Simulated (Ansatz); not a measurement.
# Y/BeSe/Pb: conductance for both polarities, part 5 of 5

Wanted: the change of resistance of Y/BeSe/Pb with the barrier's polarity. The lower electrode is Y hcp(0001), the upper one Pb fcc(111); the barrier is BeSe zinc blende(111) (whole bilayers). In the first transport cell, after relaxation, the nearest pair of electrode and barrier is Y–Se at 3.14 Å, at a slant, at the lower face and Pb–Be at 3.15 Å, at a slant, too long for a bond, at the upper one. A gap without bonds adds to the barrier. All share a net of side 3.663 Å, which strains the lower electrode by +0.1 %, the upper one by +3.0 % and the barrier by +0.0 %, against typed lattice constants near PBE's. The first steps treat the bulk electrodes alone.

Ansatz 0.2.0; PBE DFT, plane waves, PAW files (the session's first sound run).

So far, transmission at the Fermi level (a spin, zone mean): step 5 (T(E) of the junction, polarity Se face on the lower electrode, gap between the …) 0.00412; step 6 (conductance, polarity Se face on the lower electrode, gap between the …) 0.00449; step 8 (T(E) of the junction, polarity Be face on the lower electrode, gap between the …) 0.00289. Also channels of the lower lead: step 5 1.5; step 6 1.47; step 8 1.5.

## 9. Conductance on a fine mesh, polarity Be face on the lower electrode, gap between the electrodes 14.83 Å

Level of this step: PBE DFT, plane waves, PAW files; ballistic transmission by layer matching between semi-infinite leads (Ansatz).

The conductance of the changed junction, on the mesh and energies of the first conductance run.

File input.yaml:

```yaml
crystal:
  lattice:
    - [3.663, 0.0, 0.0]
    - [-1.8315, 3.1722510541, 0.0]
    - [0.0, 0.0, 77.1924582289]
  atoms:
    - { symbol: "Y", position: [0.33333333, 0.66666667, 0.090682434] }
    - { symbol: "Y", position: [0.0, 0.0, 0.127553056] }
    - { symbol: "Y", position: [0.33333333, 0.66666667, 0.164423678] }
    - { symbol: "Y", position: [0.0, 0.0, 0.2012943] }
    - { symbol: "Y", position: [0.33333333, 0.66666667, 0.238164922] }
    - { symbol: "Y", position: [0.0, 0.0, 0.2750355441] }
    - { symbol: "Y", position: [0.33333333, 0.66666667, 0.3119061661] }
    - { symbol: "Y", position: [0.0, 0.0, 0.3487767881] }
    - { symbol: "Y", position: [0.33333333, 0.66666667, 0.3856474101] }
    - { symbol: "Y", position: [0.0, 0.0, 0.4225180321] }
    - { symbol: "Y", position: [0.33333333, 0.66666667, 0.460912485] }
    - { symbol: Be, position: [0.66666667, 0.33333333, 0.4889436086] }
    - { symbol: Se, position: [0.33333333, 0.66666667, 0.4992002091] }
    - { symbol: Be, position: [0.33333333, 0.66666667, 0.5289473323] }
    - { symbol: Se, position: [0.0, 0.0, 0.5379633033] }
    - { symbol: Be, position: [0.0, 0.0, 0.5676066916] }
    - { symbol: Se, position: [0.66666667, 0.33333333, 0.5768414776] }
    - { symbol: Be, position: [0.66666667, 0.33333333, 0.6064507628] }
    - { symbol: Se, position: [0.33333333, 0.66666667, 0.6161267511] }
    - { symbol: Pb, position: [0.66666667, 0.33333333, 0.6530854802] }
    - { symbol: Pb, position: [0.0, 0.0, 0.6895624301] }
    - { symbol: Pb, position: [0.33333333, 0.66666667, 0.7261882861] }
    - { symbol: Pb, position: [0.66666667, 0.33333333, 0.7628141421] }
    - { symbol: Pb, position: [0.0, 0.0, 0.7994399981] }
    - { symbol: Pb, position: [0.33333333, 0.66666667, 0.836065854] }
    - { symbol: Pb, position: [0.66666667, 0.33333333, 0.87269171] }
    - { symbol: Pb, position: [0.0, 0.0, 0.909317566] }
kpoints:
  mp_grid: { grid: [8, 8, 1] }
scf:
  occupations: { method: fermi_dirac, width: 0.1 }
  max_iter: 150
hamiltonian:
  xc: pbe
output:
  transmission:
    kmesh: [30, 30]
    e_range: [-0.26, 0.27]
    de: 0.0375
    leads: [[4, 6], [23, 24]]
```

Command:

```
ansatz run input.yaml --threads 4 --pin off --max-ram 12288MiB --backend cpu --events-out ev --progress --plain --runs-dir out
```

Numbers of over 12 decimals in the logs are rounded to 6 here.

What it wrote:

```text
[...]
Crystal: 27 atoms, lattice volume = 896.973 Å³
Basis set: ecut = 420 eV, 17381 PW (Γ)
Bands: 183, of which v1, the nominal top of the filled ones, is band 153 counted from 1 (152 counted from 0)
Symmetry: 6 space group operations
[...]
k-points: 10 of 64 (time reversal used)
[...]
SCF iter   1: F=—  HF=-159839.641316 eV  |F-HF|=—  |Δ(HF+E_count)|=         —  Δρ=6.42e-3  dr2=3.11e2  ethr=1.77e-3  ⟨swp⟩=10.1  Hψ=8990  notcnv=0
[...]
SCF iter  11: F=-159839.074556 eV  HF=-159839.074556 eV  |F-HF|=1.65e-8  |Δ(HF+E_count)|=  7.86e-10  Δρ=7.81e-7  dr2=3.19e-8  ethr=3.28e-11  ⟨swp⟩=6.1  Hψ=5732  notcnv=0
SCF 1 converged in 11 iterations: F = -159839.074556 eV  dr2 = 3.19e-8
[...]
transmission: 615 of 6097 steps passed
transmission: 1226 of 6097 steps passed
[...]
transmission: 6097 of 6097 steps passed
SCF converged after 11 iterations
Free energy (F): -159839.074556 eV
[...]
Internal energy: -159838.189907 eV  (E = F + TS)
E sigma→0 (E₀):  -159838.632231 eV
Entropy (-TS):   -0.884648 eV (-32.765 meV/atom)
Fermi energy:    7.365218 eV
[...]
--- Band table (eV; the first three rows and the last of 10) ---
  k-point 0: bands = [... 149 lower, 8.4308, 8.7058, 8.9041, 8.9041, 8.9446, 8.9450, 8.9450, 8.9637, ... 26 higher]
  k-point 1: bands = [... 149 lower, 8.2003, 8.4407, 8.4904, 8.5052, 8.5336, 8.5777, 8.6681, 8.8407, ... 26 higher]
  k-point 2: bands = [... 149 lower, 7.3941, 7.5621, 7.7397, 7.7560, 7.7864, 7.8012, 7.8561, 7.8938, ... 26 higher]
  k-point 9: bands = [... 149 lower, 6.8167, 6.8539, 6.8560, 6.9010, 6.9430, 6.9579, 6.9880, 6.9928, ... 26 higher]
--- Transmission ---
  basis      : 109 plane waves across, 67 finite elements along
  points     : 91, standing for a mesh of 30 x 30
[...]
filled         : 5.0 meV under the level at which it is neutral
    channels       : 1.466667e0 a spin
[...]
slowest decay  : 0.0388 /Å at (0.1333, 0.1000)
[...]
filled         : 10.8 meV over the level at which it is neutral
    channels       : 1.347778e0 a spin
[...]
slowest decay  : 0.0523 /Å at (0.4333, 0.1000)
  junction   : crystal 0 to crystal 1, 19.81 to 59.58 Å
    transmission   : 2.626611e-3 a spin
[...]
resistance     : 5.6307e-1 Ω µm² beyond half of each lead's own
```

It took 8.7 min on 4 threads of Arm Neoverse V1, shared host; peak memory 3.6 GiB; 30 min of CPU time.

Numbers from this step:

- transmission at the Fermi level (a spin, zone mean): 0.002627
- channels of the lower lead: 1.467
- channels of the upper lead: 1.348
- junction conductance: 1.77e12 S/m²
- error estimates by source, in the log's order: 2.8, 0.5, 7.9, 51.6, 3 %
- resistance-area product beyond the leads: 0.5631 Ω um²

One spin. Table of transmission, zone mean by energy, zero at the Fermi level:

```csv
energy (eV),"transmission, zone mean"
-0.260,0.00154
-0.223,0.00168
-0.185,0.00184
-0.147,0.00185
-0.110,0.00208
-0.072,0.00215
-0.035,0.00240
0.003,0.00263
0.040,0.00296
0.077,0.00332
0.115,0.00402
0.152,0.00402
0.190,0.00349
0.228,0.00324
0.265,0.00186
```

One spin. Open channels, zone mean against energy, zero at the Fermi level:

| energy (eV) | lower lead | upper lead |
| --- | --- | --- |
| -0.260 | 1.01 | 1.30 |
| -0.223 | 1.12 | 1.30 |
| -0.185 | 1.20 | 1.33 |
| -0.147 | 1.22 | 1.33 |
| -0.110 | 1.31 | 1.35 |
| -0.072 | 1.35 | 1.35 |
| -0.035 | 1.4 | 1.37 |
| 0.003 | 1.47 | 1.35 |
| 0.040 | 1.48 | 1.34 |
| 0.077 | 1.49 | 1.32 |
| 0.115 | 1.53 | 1.32 |
| 0.152 | 1.47 | 1.31 |
| 0.190 | 1.26 | 1.35 |
| 0.228 | 0.973 | 1.37 |
| 0.265 | 0.667 | 1.37 |

Transmission over k1 and k2. At 0.0025 eV from the Fermi level.

Values in units of 1e-3, 12 rows by 16 columns, each cell a mean:
```
4.7 7.7 2.7 1.2 0.9 1.1 2.1 5.4 6.1 2.2 3.1 3.0 1.5 2.0 3.9 0.9
3.3 2.5 2.6 4.0 2.8 1.6 2.9 3.6 3.3 2.8 3.2 2.8 1.2 0.3 1.5 3.4
0.9 1.7 3.7 6.3 7.1 3.2 1.9 6.7 7.2 4.1 1.9 0.9 1.3 1.1 1.1 1.6
1.3 1.3 1.7 3.1 5.6 1.2 0.1 1.5 3.3 4.4 1.7 1.4 0.9 2.2 3.9 3.7
3.5 2.0 2.9 2.7 1.3 0.0 0.0 0.0 0.0 0.0 1.2 2.9 3.3 1.8 3.6 1.0
3.8 5.3 3.4 6.4 6.5 0.0 0.0 0.0 0.0 0.0 0.4 4.7 7.0 3.8 4.4 5.1
1.3 5.3 2.8 4.0 5.9 3.5 0.0 0.0 0.0 0.0 0.0 1.5 5.8 4.7 2.6 5.6
3.3 3.5 3.4 1.7 2.4 1.5 1.1 1.2 0.0 0.0 0.0 0.7 2.0 1.7 2.6 1.1
1.3 2.2 2.0 1.4 0.7 1.6 2.9 6.7 5.2 2.4 1.2 5.2 7.2 3.3 2.2 0.5
1.8 1.6 0.3 0.8 1.5 1.6 2.0 3.9 6.2 4.2 1.6 3.2 5.9 4.9 2.8 0.8
3.6 3.5 1.6 0.9 1.9 4.5 2.9 4.9 3.9 2.7 2.3 1.6 2.7 2.3 3.1 5.8
0.4 2.6 3.5 1.6 1.4 3.4 2.1 2.1 4.6 4.2 2.0 0.9 0.7 1.8 4.8 5.5
```
Columns: k1 (b1) from -0.5 to 0.467; rows upwards: k2 (b2) from -0.5 to 0.467.

G = 1.8e12 S/m² (1/G = 0.564 Ω µm²), 0.59 times the step before of this kind, a change inside the error estimates. The largest error estimate is 52 %, from the leads' potential steps. In the worse lead the potential repeats within 66 meV, which the program flags as too much for a lead, so G carries that doubt.

## 10. Electroresistance

This step: Tunnel electroresistance (G_up - G_down) / G_down from the conductances of both polarities, PBE DFT, plane waves, PAW files (Ansatz 0.2.0).

No new run: the two polarities are divided.

This step gave:

| Property | Result |
| --- | --- |
| conductance, first polarity (S/m²) | 2.99e12 |
| conductance, second polarity (S/m²) | 1.77e12 |
| electroresistance | 69 % |

The two conductances carry error estimates of up to 76 % and 52 %, which the ratio inherits.

## 11. A repeat with changed settings

This step: PBE DFT, plane waves, PAW files; ballistic transmission by layer matching between semi-infinite leads; changed: output.transmission.kmesh = [9, 9], output.transmission.e_range = [-0.1, 0.1], output.transmission.de = 0.02 (Ansatz 0.2.0).

System of this step: Y/BeSe/Pb. The cell holds 27 atoms: 11 Y, 4 Se, 4 Be and 8 Pb. Cell: a = 3.663 Å, b = 3.663 Å, c = 76.531 Å, α = 90.0°, β = 90.0°, γ = 120.0°. Regions: left electrode, 11 atoms (11 Y); barrier, 8 atoms (4 Se and 4 Be); right electrode, 8 atoms (8 Pb). Vacuum lies along c.

This run repeats an earlier one, its twin (the spectrum run, 8 atomic planes between the electrodes, Se face on the lower electrode), with three settings changed (output.transmission.kmesh, output.transmission.e_range, output.transmission.de; files written aside). It is meant to test whether the mesh across the current is converged and what the energy window and step decide. Where the input is shown as a difference, that is against the step before, not the twin.

File input.yaml:

```yaml
crystal:
  lattice:
    - [3.663, 0.0, 0.0]
    - [-1.8315, 3.1722510541, 0.0]
    - [0.0, 0.0, 76.5313621393]
  atoms:
    - { symbol: "Y", position: [0.33333333, 0.66666667, 0.0914657704] }
    - { symbol: "Y", position: [0.0, 0.0, 0.1286548896] }
    - { symbol: "Y", position: [0.33333333, 0.66666667, 0.1658440088] }
    - { symbol: "Y", position: [0.0, 0.0, 0.203033128] }
    - { symbol: "Y", position: [0.33333333, 0.66666667, 0.2402222472] }
    - { symbol: "Y", position: [0.0, 0.0, 0.2774113664] }
    - { symbol: "Y", position: [0.33333333, 0.66666667, 0.3146004856] }
    - { symbol: "Y", position: [0.0, 0.0, 0.3517896048] }
    - { symbol: "Y", position: [0.33333333, 0.66666667, 0.388978724] }
    - { symbol: "Y", position: [0.0, 0.0, 0.4261678432] }
    - { symbol: "Y", position: [0.33333333, 0.66666667, 0.4623165015] }
    - { symbol: Se, position: [0.66666667, 0.33333333, 0.4925814637] }
    - { symbol: Be, position: [0.0, 0.0, 0.5029982235] }
    - { symbol: Se, position: [0.0, 0.0, 0.5320254641] }
    - { symbol: Be, position: [0.33333333, 0.66666667, 0.541925394] }
    - { symbol: Se, position: [0.33333333, 0.66666667, 0.5710092346] }
    - { symbol: Be, position: [0.66666667, 0.33333333, 0.5808651797] }
    - { symbol: Se, position: [0.66666667, 0.33333333, 0.6100971658] }
    - { symbol: Be, position: [0.0, 0.0, 0.620521312] }
    - { symbol: Pb, position: [0.33333333, 0.66666667, 0.6510241182] }
    - { symbol: Pb, position: [0.66666667, 0.33333333, 0.6868807966] }
    - { symbol: Pb, position: [0.0, 0.0, 0.7238230355] }
    - { symbol: Pb, position: [0.33333333, 0.66666667, 0.7607652743] }
    - { symbol: Pb, position: [0.66666667, 0.33333333, 0.7977075131] }
    - { symbol: Pb, position: [0.0, 0.0, 0.8346497519] }
    - { symbol: Pb, position: [0.33333333, 0.66666667, 0.8715919907] }
    - { symbol: Pb, position: [0.66666667, 0.33333333, 0.9085342296] }
kpoints:
  mp_grid: { grid: [8, 8, 1] }
scf:
  occupations: { method: fermi_dirac, width: 0.1 }
  max_iter: 150
hamiltonian:
  xc: pbe
output:
  transmission:
    kmesh: [9, 9]
    e_range: [-0.1, 0.1]
    de: 0.02
    leads: [[4, 6], [23, 24]]
  dos: { projected: true, e_range: [-6, 5], de: 0.05 }
  write_potential: true
  write_density: true
  volumetric_format: npy
```

What it wrote:

```text
[...]
Crystal: 27 atoms, lattice volume = 889.291 Å³
Basis set: ecut = 420 eV, 17235 PW (Γ)
Bands: 183, of which v1, the nominal top of the filled ones, is band 153 counted from 1 (152 counted from 0)
Symmetry: 6 space group operations
[...]
k-points: 10 of 64 (time reversal used)
[...]
SCF iter   1: F=—  HF=-159840.384018 eV  |F-HF|=—  |Δ(HF+E_count)|=         —  Δρ=9.14e-3  dr2=7.33e2  ethr=1.77e-3  ⟨swp⟩=10.8  Hψ=9372  notcnv=0
[...]
SCF iter  11: F=-159839.304611 eV  HF=-159839.304611 eV  |F-HF|=5.18e-9  |Δ(HF+E_count)|=   1.10e-8  Δρ=7.10e-7  dr2=1.80e-8  ethr=3.28e-11  ⟨swp⟩=6.2  Hψ=4807  notcnv=0
SCF 1 converged in 11 iterations: F = -159839.304611 eV  dr2 = 1.80e-8
[...]
transmission: 81 of 792 steps passed
transmission: 159 of 792 steps passed
[...]
transmission: 792 of 792 steps passed
[...]
SCF converged after 11 iterations
Free energy (F): -159839.304611 eV
[...]
Internal energy: -159838.458795 eV  (E = F + TS)
E sigma→0 (E₀):  -159838.881703 eV
Entropy (-TS):   -0.845816 eV (-31.327 meV/atom)
Fermi energy:    7.606291 eV
[...]
--- Band table (eV; the first three rows and the last of 10) ---
  k-point 0: bands = [... 149 lower, 8.7401, 8.7634, 8.9802, 9.1402, 9.1402, 9.1448, 9.1448, 9.1845, ... 26 higher]
  k-point 1: bands = [... 149 lower, 8.5696, 8.6599, 8.7180, 8.7304, 8.7458, 8.7725, 8.8802, 8.9101, ... 26 higher]
  k-point 2: bands = [... 149 lower, 7.7191, 7.8192, 7.8977, 7.9839, 8.0050, 8.0632, 8.0926, 8.1329, ... 26 higher]
  k-point 9: bands = [... 149 lower, 7.0542, 7.0574, 7.1329, 7.1503, 7.1825, 7.1945, 7.2122, 7.3190, ... 26 higher]
--- Transmission ---
  basis      : 109 plane waves across, 66 finite elements along
  points     : 12, standing for a mesh of 9 x 9
[...]
channels       : 1.407407e0 a spin
[...]
slowest decay  : 0.0886 /Å at (0.1111, 0.1111)
[...]
channels       : 1.345679e0 a spin
[...]
slowest decay  : 0.0866 /Å at (0.4444, 0.1111)
  junction   : crystal 0 to crystal 1, 19.81 to 58.92 Å
    transmission   : 4.063788e-3 a spin
[...]
```

Wall time 2.5 min (4 threads); peak memory 4 GiB.

This number moved little. The transmission at the Fermi level, both spins, is 0.00813 against 0.00824 in the twin: a change of -1 %, at 0.73 times the CPU time.

The two runs compared:

```
                                           quantity   this run  sound run  difference
transmission at the Fermi level (a spin, zone mean)  0.0040638  0.0041201     -5.6e-5
                         channels of the lower lead     1.4074        1.5     -0.0926
                         channels of the upper lead     1.3457     1.3819     -0.0363
```

The two runs differ clearly in the channels of the lower lead: 1.41 against 1.5.

## 12. What came out

| Quantity | Value |
| --- | --- |
| conductance, Se face on the lower electrode | 3.0e12 S/m² |
| conductance, Be face on the lower electrode | 1.8e12 S/m² |

The two polarities differ in conductance by a factor of 1.7, the better conductor being «Se face on the lower electrode», a contrast that the error estimates leave in doubt. The polarity here is that of growth: the two cells are two junctions, and whether a field could switch one into the other isn't tested. The distance between the electrodes differs too: it is 14.44 against 14.83 Å. The program's largest error estimate on these conductances is 76 %, from the leads' potential steps, in the run that gave 3.0e12 S/m². In 2 of these 2 runs a lead's potential steps by more than 25 meV, which the program flags as too much. No spin-orbit coupling, phonons, disorder or image charges enter; the interfaces are ordered, one cell wide and lattice-matched by strain. Semilocal gaps are too small, which can bring a band edge of the barrier nearer to the Fermi level than it is.

[Logs are printed without paths, hosts, clocks, repeated set-up lines and the standing remarks that a program may print on its own settings, such as how far it seeks lower states.]

[Hosts, paths, dates, database ids (printed as entryN), source tags and the programs' standing remarks are cut or masked in the printed files.]
